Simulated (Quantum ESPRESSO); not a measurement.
Os:

```
Os
1.0
     2.73410    0.00000    0.00000
    -1.36705    2.36780    0.00000
     0.00000    0.00000    4.31970
Os
2
Direct
  0.66667 0.33333 0.75000
  0.33333 0.66667 0.25000
```

Base run:

| Quantity | Value |
| --- | --- |
| Program | Quantum ESPRESSO 7.5 |
| Functional | rev-vdW-DF2 |
| Potentials or basis | SG15 PBE 1.2 |
| Cutoff | 952 eV |
| Density cutoff | 3810 eV |
| k mesh | 11 × 11 × 6 |
| Occupations | fermi-dirac, width 0.05 eV |
| Spin | no spin polarisation |

Its results: band gap on the k mesh none (metal or under the smearing width); pressure 5.1 GPa.

Q: The run is repeated on the same cell with these changes: functional from rev-vdW-DF2 to RPBE. What comes out?

A: Band gap on the k mesh none (metal or under the smearing width); pressure 11.5 GPa.

Caveats: the potentials were made for another functional, which shifts forces and pressure.

Not every run made on this cell is shown here.
